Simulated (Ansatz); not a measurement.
# InP (F-43m) in Ansatz: notebook, part 2 of 2

Ansatz 0.2.0. The steps go on from the part before.

## 4. Single point, RPBE+D4, 23.66 Å³/atom (volume scaled by 0.94)

input.yaml

```yaml
crystal:
  lattice:
    - [0.0, 2.8706770916, 2.8706770916]
    - [2.8706770916, 0.0, 2.8706770916]
    - [2.8706770916, 2.8706770916, 0.0]
  atoms:
    - { symbol: In, position: [0.0, 0.0, 0.0] }
    - { symbol: P, position: [0.75, 0.75, 0.75] }
hamiltonian:
  xc: rpbe
  pseudopotentials: { kind: paw }
  dispersion: d4
kpoints:
  mp_grid: { grid: [8, 8, 8] }
scf:
  occupations: { method: fermi_dirac, width: 0.05 }
output:
  forces: true
  stress: true
  eigenvalues: true
```

Potentials or basis: Ansatz PAW.

Launch:

```sh
ansatz run input.yaml --threads 2 --pin off --max-ram 5120MiB --backend cpu --events-out ev --progress --plain --runs-dir out
```

Log:

```text
Warning: RAYON_NUM_THREADS=2 ignored (pool sized by the plan → 2); use --threads N
Engine: ansatz 0.2.0, x86_64-unknown-linux-gnu
Pseudopotentials: kind: paw
Pseudopotential: In, paw, valence charge 13, recommended cutoff 420 eV (normal), In.paw.azcp
Pseudopotential: P, paw, valence charge 5, recommended cutoff 420 eV (normal), P.paw.azcp
Functional definition: RPBE
  parameter kappa = 0.804
  parameter beta = 0.06672455060314922
  exchange = rpbe_x(kappa = kappa, mu = beta*pi^2/3)
  correlation = pbe_c(beta = beta)
Crystal: 2 atoms, lattice volume = 47.313 Å³
Basis set: ecut = 420 eV, 941 PW (Γ), exchange–correlation on 60×60×60 points (8 copies of the dense FFT grid, shifted against one another)
Bands: 13, of which v1, the nominal top of the filled ones, is band 9 counted from 1 (8 counted from 0)
Symmetry: 24 space group operations
Space group: F-43m (ITA 216), of the structure as read, at distance tolerance 3.6e-5 Å
k-points: 29 of 512 (time reversal used)
Non-local potential: In, projectors of the file, l = 0: 2, l = 1: 2, l = 2: 2, l = 3: 2
Non-local potential: P, projectors of the file, l = 0: 2, l = 1: 2, l = 2: 2
PAW form: soft (Blöchl's): semilocal exchange-correlation on the pseudo side does not see the compensation charge
PAW frozen core: In, regenerated for the run's functional, and the local potential with it (the file was generated under x = pbe(κ = 0.804, μ = 0.2195149727645171), c = pbe(β = 0.06672455060314922))
PAW frozen core: P, regenerated for the run's functional, and the local potential with it (the file was generated under x = pbe(κ = 0.804, μ = 0.2195149727645171), c = pbe(β = 0.06672455060314922))
PAW one-centre angular grid: In, 590 points (default); XC on 64 Gauss nodes
PAW one-centre angular grid: P, 110 points (default); XC on 64 Gauss nodes
Initial density: superposition of atomic densities (neutral atoms: chi_scale 0, normalization atom), corrected by the library's trained network
Initial wavefunctions: pseudopotential atomic-orbital guess
Functional: x = rpbe, c = pbe(β = 0.06672455060314922)
SCF iter   1: F=—  HF=-6366.810619 eV  |F-HF|=—  |Δ(HF+E_count)|=         —  Δρ=3.47e-3  dr2=4.28e-3  ethr=1.77e-3  ⟨swp⟩=6.6  Hψ=2573  notcnv=0
preconditioner: auto → none  [insulator: Δε(μ)=1.179 eV  Ē_g=15.102 eV  σ=0.050 eV  W_gap=1.00  n_scr=14 (ndim 8)  ℏωp=22.9 eV  f_vac=0.012  D(μ)=0.00/eV (n_scr^D=0)  ε∞_Penn≈3.3]
SCF iter   2: F=—  HF=-6366.808337 eV  |F-HF|=—  |Δ(HF+E_count)|=   2.28e-3  Δρ=1.17e-3  dr2=8.12e-4  ethr=2.38e-5  ⟨swp⟩=2.0  Hψ=978  notcnv=0
SCF iter   3: F=—  HF=-6366.808080 eV  |F-HF|=—  |Δ(HF+E_count)|=   2.56e-4  Δρ=4.71e-4  dr2=7.70e-5  ethr=4.51e-6  ⟨swp⟩=2.1  Hψ=616  notcnv=0
SCF iter   4: F=—  HF=-6366.808110 eV  |F-HF|=—  |Δ(HF+E_count)|=   2.97e-5  Δρ=1.93e-4  dr2=1.31e-5  ethr=4.28e-7  ⟨swp⟩=2.0  Hψ=638  notcnv=0
SCF iter   5: F=—  HF=-6366.808106 eV  |F-HF|=—  |Δ(HF+E_count)|=   3.66e-6  Δρ=7.56e-5  dr2=2.14e-6  ethr=7.27e-8  ⟨swp⟩=3.0  Hψ=649  notcnv=0
SCF iter   6: F=-6366.808106 eV  HF=-6366.808106 eV  |F-HF|=4.35e-8  |Δ(HF+E_count)|=   2.80e-7  Δρ=7.26e-6  dr2=2.78e-8  ethr=5.56e-10  ⟨swp⟩=5.6  Hψ=2228  notcnv=0
SCF 1 converged in 6 iterations: F = -6366.808106 eV  dr2 = 2.78e-8
SCF converged after 6 iterations
Free energy (F): -6366.808106 eV
Harris-Foulkes:  -6366.808106 eV  (|F-HF|=4.35e-8)
Internal energy: -6366.808106 eV  (E = F + TS)
E sigma→0 (E₀):  -6366.808106 eV
Entropy (-TS):   -0.000000 eV (-0.000 meV/atom)
Fermi energy:    8.533579 eV
--- Per-component energies (eV) ---
  E_band       = -38.501098
  E_kinetic    = 315.837100
  E_local      = -1360.265012  (includes V_loc(G=0)·N_el)
  E_nonlocal   = 400.962861
  E_hartree    = 538.953930
  E_xc         = -278.138856
  E_vxc        = -160.740831  (∫ρ·V_xc dr)
  E_paw        = -4736.747833  (= ΣΔE_a)
  E_vpaw       = -312.199263  (= ΣTr[D̂ρ^β])
  E_aug_tail   = 0.000030  (compensation charges beyond the density's cutoff)
  E_ewald      = -1246.146996
  E_disp       = -1.300136  (pairwise vdW)
  E_core_change = 0.036806  (= ΣΔE_core)
  E_smearing   = -0.000000  (= −TS)
  E_closure    = 0.000000  (closes the sum)
  Σ components = -6366.808106   (vs F -6366.808106, Δ=0.00e0)
--- Forces (eV/Å), atoms counted from 1 ---
  atom   1  In    -0.00000000     0.00000000     0.00000000
  atom   2  P      0.00000000    -0.00000000    -0.00000000
  max |Σ_I F_I| component: 1.85e-16 eV/Å
--- Stress (GPa, compression-positive) ---
        5.728764       0.000000      -0.000000
        0.000000       5.728764       0.000000
       -0.000000       0.000000       5.728764
  P = ⅓ Tr σ = 5.7288 GPa (57.288 kbar)
--- Band table (eV; the first three rows and the last of 29) ---
  k-point 0: bands = ["-6.4352", "-6.4352", "-6.4352", "-6.2500", "-6.2500", "-4.0198", "7.9101", "7.9101", "7.9101", "9.0968", "12.0406", "12.0406", "12.0406"]
  k-point 1: bands = ["-6.4599", "-6.4260", "-6.4260", "-6.2499", "-6.2499", "-3.8231", "6.4071", "7.7053", "7.7053", "9.9203", "12.2744", "12.3386", "12.3386"]
  k-point 2: bands = ["-6.5152", "-6.4066", "-6.4066", "-6.2468", "-6.2468", "-3.2735", "4.3819", "7.3001", "7.3001", "9.9851", "12.7795", "12.7795", "13.5088"]
  k-point 28: bands = ["-6.6225", "-6.3604", "-6.3184", "-6.2754", "-6.2318", "-1.2687", "2.0918", "4.7215", "4.7458", "12.2832", "12.5785", "13.7082", "14.2120"]
```

It took 1.1 s on 2 threads of AMD EPYC 7B13 (Zen 3), shared host; peak memory 0.38 GiB.

Results:

- Free energy: -6366.8081 eV
- Pressure: 5.7 GPa
- Band gap on the k mesh: 1.19 eV, direct

Caveat: spin-orbit coupling is left out, which moves the levels of the heavy elements; the PAW data sets come from PBE, with cores solved anew for the run's functional, which leaves a small shift of forces and pressure.

## 5. Single point, RPBE+D4, 24.16 Å³/atom (volume scaled by 0.96)

input.yaml, as its differences from that of step 4:

```diff
@@ -2,5 +2,5 @@
   lattice:
-    - [0.0, 2.8706770916, 2.8706770916]
-    - [2.8706770916, 0.0, 2.8706770916]
-    - [2.8706770916, 2.8706770916, 0.0]
+    - [0.0, 2.8908937935, 2.8908937935]
+    - [2.8908937935, 0.0, 2.8908937935]
+    - [2.8908937935, 2.8908937935, 0.0]
   atoms:
```

Launch:

```sh
ansatz run input.yaml --threads 2 --pin off --max-ram 5120MiB --backend cpu --events-out ev --progress --plain --runs-dir out
```

It took 0.99 s on 2 threads of AMD EPYC 7B13 (Zen 3), shared host; peak memory 0.37 GiB.

Results (log left out):

```
Free energy            : -6366.8384 eV
Pressure               : 3.9 GPa
Band gap on the k mesh : 1.07 eV, direct
```

Caveat: spin-orbit coupling is left out, which moves the levels of the heavy elements; the PAW data sets come from PBE, with cores solved anew for the run's functional, which leaves a small shift of forces and pressure.

## 6. Single point, RPBE+D4, 24.66 Å³/atom (volume scaled by 0.98)

input.yaml, as its differences from that of step 5:

```diff
@@ -2,5 +2,5 @@
   lattice:
-    - [0.0, 2.8908937935, 2.8908937935]
-    - [2.8908937935, 0.0, 2.8908937935]
-    - [2.8908937935, 2.8908937935, 0.0]
+    - [0.0, 2.9108316221, 2.9108316221]
+    - [2.9108316221, 0.0, 2.9108316221]
+    - [2.9108316221, 2.9108316221, 0.0]
   atoms:
```

Potentials or basis: Ansatz PAW.

Launch:

```sh
ansatz run input.yaml --threads 2 --pin off --max-ram 5120MiB --backend cpu --events-out ev --progress --plain --runs-dir out
```

Run time: 0.97 s. Hardware: 2 threads of AMD EPYC 7B13 (Zen 3), shared host; peak memory 0.37 GiB.

Results (log left out):

- Free energy: -6366.8579 eV
- Pressure: 2.3 GPa
- Band gap on the k mesh: 0.96 eV, direct

Caveat: spin-orbit coupling is left out, which moves the levels of the heavy elements; the PAW data sets come from PBE, with cores solved anew for the run's functional, which leaves a small shift of forces and pressure.

## 7. Single point, RPBE+D4, 25.17 Å³/atom

input.yaml, as its differences from that of step 6:

```diff
@@ -2,5 +2,5 @@
   lattice:
-    - [0.0, 2.9108316221, 2.9108316221]
-    - [2.9108316221, 0.0, 2.9108316221]
-    - [2.9108316221, 2.9108316221, 0.0]
+    - [0.0, 2.9305, 2.9305]
+    - [2.9305, 0.0, 2.9305]
+    - [2.9305, 2.9305, 0.0]
   atoms:
@@ -20 +20,5 @@
   eigenvalues: true
+  write_density: true
+  write_potential: true
+  elf: true
+  volumetric_format: npy
```

Launch:

```sh
ansatz run input.yaml --threads 2 --pin off --max-ram 5120MiB --backend cpu --events-out ev --progress --plain --runs-dir out
```

Wall time 1.6 s (2 threads of AMD EPYC 7B13 (Zen 3), shared host); peak memory 0.35 GiB.

Results (log left out):

| Quantity | Value |
| --- | --- |
| Free energy | -6366.8678 eV |
| Pressure | 0.9 GPa |
| Band gap on the k mesh | 0.85 eV, direct |

Caveat: spin-orbit coupling is left out, which moves the levels of the heavy elements; the PAW data sets come from PBE, with cores solved anew for the run's functional, which leaves a small shift of forces and pressure.

## 8. Single point, RPBE+D4, 25.67 Å³/atom (volume scaled by 1.02)

input.yaml, as its differences from that of step 7:

```diff
@@ -2,5 +2,5 @@
   lattice:
-    - [0.0, 2.9305, 2.9305]
-    - [2.9305, 0.0, 2.9305]
-    - [2.9305, 2.9305, 0.0]
+    - [0.0, 2.9499078504, 2.9499078504]
+    - [2.9499078504, 0.0, 2.9499078504]
+    - [2.9499078504, 2.9499078504, 0.0]
   atoms:
@@ -20,5 +20 @@
   eigenvalues: true
-  write_density: true
-  write_potential: true
-  elf: true
-  volumetric_format: npy
```

Launch:

```sh
ansatz run input.yaml --threads 2 --pin off --max-ram 5120MiB --backend cpu --events-out ev --progress --plain --runs-dir out
```

It took 1.1 s on 2 threads of AMD EPYC 7B13 (Zen 3), shared host; peak memory 0.37 GiB.

The run converged. Its results:

| Quantity | Value |
| --- | --- |
| Free energy | -6366.8691 eV |
| Pressure | -0.4 GPa |
| Band gap on the k mesh | 0.74 eV, direct |

Caveat: spin-orbit coupling is left out, which moves the levels of the heavy elements; the PAW data sets come from PBE, with cores solved anew for the run's functional, which leaves a small shift of forces and pressure.

## 9. Single point, RPBE+D4, 26.17 Å³/atom (volume scaled by 1.04)

input.yaml, as its differences from that of step 8:

```diff
@@ -2,5 +2,5 @@
   lattice:
-    - [0.0, 2.9499078504, 2.9499078504]
-    - [2.9499078504, 0.0, 2.9499078504]
-    - [2.9499078504, 2.9499078504, 0.0]
+    - [0.0, 2.9690636329, 2.9690636329]
+    - [2.9690636329, 0.0, 2.9690636329]
+    - [2.9690636329, 2.9690636329, 0.0]
   atoms:
```

Potentials or basis: Ansatz PAW.

Launch:

```sh
ansatz run input.yaml --threads 2 --pin off --max-ram 5120MiB --backend cpu --events-out ev --progress --plain --runs-dir out
```

It took 1.1 s on 2 threads of AMD EPYC 7B13 (Zen 3), shared host; peak memory 0.38 GiB.

Results (log left out):

- Free energy: -6366.8628 eV
- Pressure: -1.6 GPa
- Band gap on the k mesh: 0.64 eV, direct

Caveat: spin-orbit coupling is left out, which moves the levels of the heavy elements; the PAW data sets come from PBE, with cores solved anew for the run's functional, which leaves a small shift of forces and pressure.

## 10. Single point, RPBE+D4, 26.68 Å³/atom (volume scaled by 1.06)

input.yaml, as its differences from that of step 9:

```diff
@@ -2,5 +2,5 @@
   lattice:
-    - [0.0, 2.9690636329, 2.9690636329]
-    - [2.9690636329, 0.0, 2.9690636329]
-    - [2.9690636329, 2.9690636329, 0.0]
+    - [0.0, 2.9879753761, 2.9879753761]
+    - [2.9879753761, 0.0, 2.9879753761]
+    - [2.9879753761, 2.9879753761, 0.0]
   atoms:
```

Launch:

```sh
ansatz run input.yaml --threads 2 --pin off --max-ram 5120MiB --backend cpu --events-out ev --progress --plain --runs-dir out
```

Wall time 1.2 s (2 threads of AMD EPYC 7B13 (Zen 3), shared host); peak memory 0.38 GiB.

It converged, with:

* Free energy: -6366.8495 eV
* Pressure: -2.6 GPa
* Band gap on the k mesh: 0.53 eV, direct

Caveat: spin-orbit coupling is left out, which moves the levels of the heavy elements; the PAW data sets come from PBE, with cores solved anew for the run's functional, which leaves a small shift of forces and pressure.

## 11. Equation of state, RPBE+D4

This step only gathers the single runs of the series.

Results:

| Item | Value |
| --- | --- |
| Equilibrium volume | 25.50 Å³/atom |
| Bulk modulus | 64 GPa |
| Pressure derivative of the bulk modulus | 4.6 |

Energy against volume, from the lowest point:
```csv
volume (Å³/atom),energy (meV/atom)
23.657,30.50
24.160,15.38
24.663,5.62
25.167,0.67
25.670,0.00
26.173,3.17
26.677,9.79
```

Caveat: the potentials were made for another functional, which shifts forces and pressure.

## 12. The runs side by side

| task | level | smearing | points for each segment of the path | q mesh | gap on the mesh (eV) |
| --- | --- | --- | --- | --- | --- |
| band structure | PBEsol | fermi-dirac 0.05 eV | 14 | - | 0.62 |
| phonons | PBEsol | fixed | 8 | 2 × 2 × 2 | 0.62 |
| equation of state | RPBE+D4 | fermi-dirac 0.05 eV | - | - | - |

Alike in all rows: potentials or basis Ansatz PAW; no spin polarisation; cell as given; k mesh 8 × 8 × 8; cutoff (eV) 420.

Caveats: spin-orbit coupling is left out, which moves the levels of the heavy elements (some runs); the PAW data sets come from PBE, with cores solved anew for the run's functional, which leaves a small shift of forces and pressure (some runs); the potentials were made for another functional, which shifts forces and pressure (some runs).

Absolute energies hang on the potentials; compare differences alone.

## 13. How close it comes

Step 2. Measured gap of InP: 1.4236 eV (direct; 1.6 K; a printed reference work, data compilation). This calculation gives 0.62 eV (-0.81 eV). Spin-orbit coupling on In is left out. The value is that of PBEsol, without temperature or zero-point motion. Semilocal functionals fall short of measured gaps as a rule.

Step 3. Against the measured gap of InP, 1.4236 eV (direct; 1.6 K; a printed reference work, data compilation), the calculated 0.62 eV is off by -0.81 eV. Spin-orbit coupling on In is left out. The value is that of PBEsol, without temperature or zero-point motion. Semilocal functionals fall short of measured gaps as a rule.

Step 11. Against the measured bulk modulus of InP, 71 GPa (a printed reference work, data compilation), the calculated 64 GPa is off by -9.5 %. The fit is for a static lattice scaled at fixed shape and fixed fractional positions.
